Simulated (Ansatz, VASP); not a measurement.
Mg: VASP beside Ansatz

```
CELL_PARAMETERS angstrom
3.20930 0.00000 0.00000
-1.60465 2.77934 0.00000
0.00000 0.00000 5.21030
ATOMIC_POSITIONS crystal
Mg 0.66667 0.33333 0.75000
Mg 0.33333 0.66667 0.25000
```

Alike in both runs: task relaxation of cell and atoms; functional PBEsol; k mesh 10 × 10 × 5; occupations fermi-dirac, width 0.05 eV; no spin polarisation.

|  | VASP | Ansatz |
| --- | --- | --- |
| version | VASP 6.6.1 | Ansatz 0.2.0 |
| potentials or method | VASP PAW PBE potentials, release 64 (Mg), cutoff 600 eV | all-electron LAPW, scalar-relativistic |

```csv
,VASP,Ansatz,Ansatz less VASP
relaxed volume (Å³/atom),22.55,22.56,+0.016
relaxed cell length with the largest relative difference (Å),5.258,5.260,+0.0020
energy change over the relaxation (meV/atom),-5,-5,+0.1
```

Ansatz ran all-electron here, so the differences hold the error of VASP's frozen core and of both bases.

Caveats: the PAW data sets were made with another functional, which shifts forces and pressure a little (VASP).
